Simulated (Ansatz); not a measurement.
## MgO, space group P-6m2: a band structure, step by step

Program: Ansatz 0.2.0, Python API.

Notebook, run cell by cell (the value of a cell's last expression is shown):

**Cell 1**
```python
import warnings

import ansatz as az
import numpy as np
from pymatgen.core import Lattice, Structure
from pymatgen.io.ase import AseAtomsAdaptor

warnings.simplefilter('ignore', az.DeckWarning)
```

**Cell 2**
```python
pmg_structure = Structure(
    Lattice([(2.938021, 0.0, 0.0), (-1.46901, 2.544401, 0.0), (0.0, 0.0, 2.67968)]),
    ['Mg', 'O'],
    [
        (0.0, 0.0, 0.0),
        (1 / 3, 2 / 3, 0.5),
    ],
)
cell = az.Crystal.from_ase(AseAtomsAdaptor.get_atoms(pmg_structure))

[site.symbol for site in cell.resolved().sites]
```
Output:
```text
['Mg', 'O']
```

**Cell 3**
```python
# high-symmetry points in fractions of the reciprocal vectors
path = [
    ('G', (0.0, 0.0, 0.0)),
    ('M', (0.5, 0.0, 0.0)),
    ('K', (0.33333, 0.33333, 0.0)),
    ('G', (0.0, 0.0, 0.0)),
    ('A', (0.0, 0.0, 0.5)),
]
model = (
    cell.calculation()
    .functional('HSE06')
    .kpoints(density=1.3)
    .occupations('Fixed')
    .scf(tolerance=1e-07, extra_bands=6)
    .band_structure([point for _, point in path], intervals=4)
    .scf(extra_bands=8)
)
session = model.session()
planned = session.plan(threads=1)
res = planned.execute()
rep = res.report

rep['n_electrons']
```
Output:
```text
16.0
```

**Cell 4**
```python
rep['mixing_algorithm'], rep['preconditioner'], rep['eigensolver']
```
Output:
```text
('MSR1', 'none', 'davidson')
```

**Cell 5**
```python
rep['free_energy_ev']
```
Output:
```text
-2493.5857026714602
```

**Cell 6**
```python
energy = rep['free_energy_ev']
print('MgO: {:.6f} eV = {:.6f} Ry = {:.6f} Ha'.format(energy, energy / 13.605693, energy / 27.211386))
print('Fermi level {:.4f} eV, {} k-points, {} symmetry operations'.format(rep['fermi_energy_ev'], rep['n_kpoints'], rep['n_symmetry_ops']))

print(len(rep['kpoints_frac']), 'irreducible k-points (fractions, weight)')
for k, weight in list(zip(rep['kpoints_frac'], rep['kweights']))[:12]:
    print('  {:8.4f} {:8.4f} {:8.4f}'.format(*k), f'{weight:10.6f}')
```
Output:
```text
MgO: -2493.585703 eV = -183.275170 Ry = -91.637585 Ha
Fermi level 6.7022 eV, 12 k-points, 12 symmetry operations
12 irreducible k-points (fractions, weight)
    0.0000   0.0000   0.0000   0.015625
    0.0000   0.0000   0.2500   0.031250
    0.0000   0.0000  -0.5000   0.015625
    0.0000   0.2500   0.0000   0.093750
    0.0000   0.2500   0.2500   0.187500
    0.0000   0.2500  -0.5000   0.093750
    0.0000  -0.5000   0.0000   0.046875
    0.0000  -0.5000   0.2500   0.093750
    0.0000  -0.5000  -0.5000   0.046875
    0.2500   0.2500   0.0000   0.093750
    0.2500   0.2500   0.2500   0.187500
    0.2500   0.2500  -0.5000   0.093750
```

**Cell 7**
```python
bands = res.band_structure()
fermi = bands.fermi_energy_ev
print(f'zero of the bands: {fermi:.3f} eV, the Fermi level found on the SCF mesh')
for spin, channel in enumerate(bands.channels):
    print('channel', spin, '- computed levels within 4 eV of the Fermi level')
    for i, (label, _) in enumerate(path):
        levels = channel.eigenvalues_ev[i * 4] - fermi
        print(f'  {label:3s}', ' '.join(f'{e:7.3f}' for e in levels if abs(e) < 4))
```
Output:
```text
zero of the bands: 6.702 eV, the Fermi level found on the SCF mesh
channel 0 - computed levels within 4 eV of the Fermi level
  G    -0.580  -0.580  -0.379
  M    -1.357  -0.001
  K    -3.859  -3.818   0.051
  G    -0.580  -0.580  -0.379
  A    -0.037  -0.037
```

Reading the output:
- The settings weren't tested for convergence.
- The Fermi level of a run with fixed occupations marks the highest occupied state on its mesh, not mid-gap.
- Energy and stress may still move on a finer k-point mesh.
- An absolute Fermi energy rests on an arbitrary zero of the periodic potential and has no direct meaning.
- The structure comes from a database of computed cells and needn't be a stable or known phase.
- Levels are Kohn-Sham eigenvalues on this mesh.
- Wall time of the script: 19 s on 1 thread of Arm Neoverse V1, on a shared host, peak memory 0.51 GiB.
